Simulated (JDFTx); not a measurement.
## Mg in JDFTx: convergence with rho ratio

Mg:

```
CELL_PARAMETERS angstrom
-1.77276 1.77276 1.77276
1.77276 -1.77276 1.77276
1.77276 1.77276 -1.77276
ATOMIC_POSITIONS crystal
Mg 0.00000 0.00000 0.00000
```

This isn't the form of Mg at room conditions, which is hcp.

```yaml
Program: JDFTx 1.7.0 (patched build)
Task: convergence study
Functional: RPBE
Potentials_or_basis: PseudoDojo-SR-PBE-0.5-stringent
Cutoff: 1143 eV
Density_cutoff: 4572 eV
k_mesh: 11 × 11 × 11
Occupations: fermi-dirac, width 0.05 eV
Spin: no spin polarisation
```

These are the settings of the first run; the series varies rho ratio, with any setting tied to it.

Hardware: 1 thread of Arm Neoverse V1 (shared host).

| rho ratio | energy less the tightest run, at zero smearing (meV/atom) | SCF cycles | CPU time (s) | peak memory (GiB) |
| --- | --- | --- | --- | --- |
| 4 | -0.21 | 11 | 33 | 0.07 |
| 5 | -0.10 | 11 | 37 | 0.07 |
| 6 | -0.02 | 11 | 39 | 0.07 |
| 8 | -0.02 | 11 | 39 | 0.07 |
| 10 | 0.00 | 11 | 42 | 0.09 |

Against the tightest run, the energy stays within 1 meV/atom from 4 on. The tightest run that finished is the yardstick and may itself not be fully converged.
